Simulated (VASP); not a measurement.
# Settings for NiO: transport in the constant relaxation-time approximation

NiO, Fm-3m (no. 225), 2 atoms in the cell. PBE, Boltzmann transport, constant relaxation time; PAW potentials Ni, O (PBE set). VASP 6.6.1.

Wanted: conductivity at 300 K within 3 %; Seebeck coefficient at 300 K within 1.5 uV/K.

POSCAR:
```
NiO
1.0
    0.0000000000      2.0859016414      2.0859016414
    2.0859016414      0.0000000000      2.0859016414
    2.0859016414      2.0859016414      0.0000000000
Ni O
1 1
Direct
    0.0000000000      0.0000000000      0.0000000000
    0.5000000000      0.5000000000      0.5000000000
```

The series start from Dense mesh (KPOINTS_ELPH): 27x27x27; TRANSPORT_NEDOS: 501; Mesh of the SCF: 15x15x15; Cutoff ENCUT (eV): 520; ELPH_NBANDS: 11 over half the electrons; ELPH_ISMEAR: -24; PREC: Accurate; KPAR: 4. Each series keeps the choices made before it, and each single choice may use up half of a tolerance.

## Dense mesh (KPOINTS_ELPH)

| Dense mesh (KPOINTS_ELPH) | Conductivity at 300 K (S/m) | Seebeck coefficient at 300 K (uV/K) | SCF iterations | Time (s) |
|---|---|---|---|---|
| 11x11x11 | 4.01e6 | 10.2 | 19 | 54 |
| 15x15x15 | 3.87e6 | 1.2 | 19 | 64 |
| 21x21x21 | 3.88e6 | 6.1 | 19 | 101 |
| 27x27x27 | 3.85e6 | 5.2 | 19 | 230 |
| 35x35x35 (reference) | 3.84e6 | 5.5 | 19 | 410 |

## TRANSPORT_NEDOS

| TRANSPORT_NEDOS | Conductivity at 300 K (S/m) | Seebeck coefficient at 300 K (uV/K) | SCF iterations | Time (s) |
|---|---|---|---|---|
| 51 | 3.88e6 | 6.1 | 19 | 149 |
| 101 | 3.88e6 | 6.1 | 19 | 139 |
| 201 | 3.88e6 | 6.1 | 19 | 122 |
| 501 | 3.88e6 | 6.1 | 19 | 101 |
| 1001 | 3.88e6 | 6.1 | 19 | 117 |
| 2001 | 3.88e6 | 6.1 | 19 | 128 |
| 5001 (reference) | 3.88e6 | 6.1 | 19 | 165 |

## Mesh of the SCF

| Mesh of the SCF | Conductivity at 300 K (S/m) | Seebeck coefficient at 300 K (uV/K) | SCF iterations | Time (s) |
|---|---|---|---|---|
| 6x6x6 | 3.77e6 | 6.5 | 21 | 118 |
| 8x8x8 | 3.29e6 | 7.7 | 43 | 114 |
| 11x11x11 | 3.88e6 | 6.1 | 18 | 98 |
| 15x15x15 | 3.88e6 | 6.1 | 19 | 149 |
| 21x21x21 (reference) | 3.91e6 | 5.9 | 19 | 163 |

## Cutoff ENCUT (eV)

| Cutoff ENCUT (eV) | Conductivity at 300 K (S/m) | Seebeck coefficient at 300 K (uV/K) | SCF iterations | Time (s) |
|---|---|---|---|---|
| 320 | 3.65e6 | 6.9 | 18 | 47 |
| 400 | 3.81e6 | 6.5 | 20 | 58 |
| 460 | 3.88e6 | 6.1 | 18 | 79 |
| 520 | 3.88e6 | 6.1 | 18 | 98 |
| 640 (reference) | 3.86e6 | 6.2 | 20 | 65 |

## ELPH_NBANDS

| ELPH_NBANDS | Conductivity at 300 K (S/m) | Seebeck coefficient at 300 K (uV/K) | SCF iterations | Time (s) |
|---|---|---|---|---|
| 5 over half the electrons | 3.81e6 | 6.5 | 20 | 34 |
| 7 over half the electrons | 3.81e6 | 6.5 | 20 | 36 |
| 11 over half the electrons | 3.81e6 | 6.5 | 20 | 58 |
| 19 over half the electrons (reference) | 3.81e6 | 6.5 | 20 | 43 |

## ELPH_ISMEAR

| ELPH_ISMEAR | Conductivity at 300 K (S/m) | Seebeck coefficient at 300 K (uV/K) | SCF iterations | Time (s) |
|---|---|---|---|---|
| -24 | 3.81e6 | 6.5 | 20 | 34 |
| -14 | 3.81e6 | 6.5 | 20 | 30 |
| -15 | 3.81e6 | 6.5 | 20 | 32 |
| -1 | 3.8e6 | 6.6 | 20 | 32 |
| 0 | 3.8e6 | 6.6 | 20 | 32 |

## PREC

| PREC | Conductivity at 300 K (S/m) | Seebeck coefficient at 300 K (uV/K) | SCF iterations | Time (s) |
|---|---|---|---|---|
| Accurate | 3.81e6 | 6.5 | 20 | 34 |
| Normal | 3.81e6 | 6.5 | 21 | 19 |

## KPAR

| KPAR | Conductivity at 300 K (S/m) | Seebeck coefficient at 300 K (uV/K) | SCF iterations | Time (s) |
|---|---|---|---|---|
| 4 | 3.81e6 | 6.5 | 21 | 19 |
| 2 | 3.81e6 | 6.5 | 21 | 21 |
| 1 | 3.81e6 | 6.5 | 22 | 31 |

## Question

The rows run from the loosest to the tightest (no order: ELPH_ISMEAR, PREC, KPAR). For each series: choose the loosest value from which every tighter one stays within half of the tolerance; where there is no order, keep the first row unless others stay within half of the tolerance and take at least 30 % less time, and then take the fastest.

## Answer

- Dense mesh (KPOINTS_ELPH): 21x21x21
- TRANSPORT_NEDOS: 51
- Mesh of the SCF: 11x11x11
- Cutoff ENCUT (eV): 400
- ELPH_NBANDS: 5 over half the electrons
- ELPH_ISMEAR: -24
- PREC: Normal
- KPAR: 4

## All choices together

| Input | Conductivity at 300 K (S/m) | Seebeck coefficient at 300 K (uV/K) | Time (s) |
|---|---|---|---|
| defaults, no KPOINTS_ELPH (naive) | 3.15e6 | -25.1 | 27 |
| chosen settings | 3.81e6 | 6.5 | 19 |
| reference settings throughout | 3.86e6 | 5.5 | 456 |

The tolerance is met.

## The input

INCAR:
```
  PREC = Normal
  ENCUT = 400
  EDIFF = 1E-8
  LREAL = F
  LASPH = T
  LWAVE = F
  LCHARG = F
  ALGO = Normal
  NELM = 100
  ISMEAR = 1
  SIGMA = 0.1
  GGA = PE
  ISPIN = 2
  MAGMOM = 1 0
  LMAXMIX = 4
  ELPH_MODE = TRANSPORT
  ELPH_SCATTERING_APPROX = CRTA
  TRANSPORT_RELAXATION_TIME = 1E-14
  ELPH_ISMEAR = -24
  ELPH_SELFEN_TEMPS = 150 300 450 600
  ELPH_SELFEN_CARRIER_DEN = 0.0
  TRANSPORT_NEDOS = 51
  KPAR = 4
  ELPH_FERMI_NEDOS = 51
  ELPH_NBANDS = 13
```

KPOINTS:
```
Automatic mesh
0
Gamma
  11 11 11
  0 0 0
```

KPOINTS_ELPH:
```
Automatic mesh
0
Gamma
  21 21 21
  0 0 0
```

Commands:
```
cat potpaw_PBE.64/Ni/POTCAR potpaw_PBE.64/O/POTCAR > POTCAR
mpirun -np 4 vasp_std > vasp.out
```

Limits: Conductivity and heat conductivity scale with the typed relaxation time, here the same at all temperatures, so the change of scattering with temperature is missing; the cell was run ferromagnetic and without a Hubbard term; such compounds are often antiferromagnetic insulators.

The chosen input took VASP 6.6.1 19 s on 4 cores (AMD EPYC 7R43 (Zen 3)), a shared host.

## An input that fails: transport mesh far too coarse

It runs to its end, but against the unchanged starting input it is off by 53 % in the conductivity at 300 K, 127.7 uV/K in the Seebeck coefficient at 300 K.

Dense mesh (KPOINTS_ELPH): 27 × 27 × 27 becomes 3 × 3 × 3.
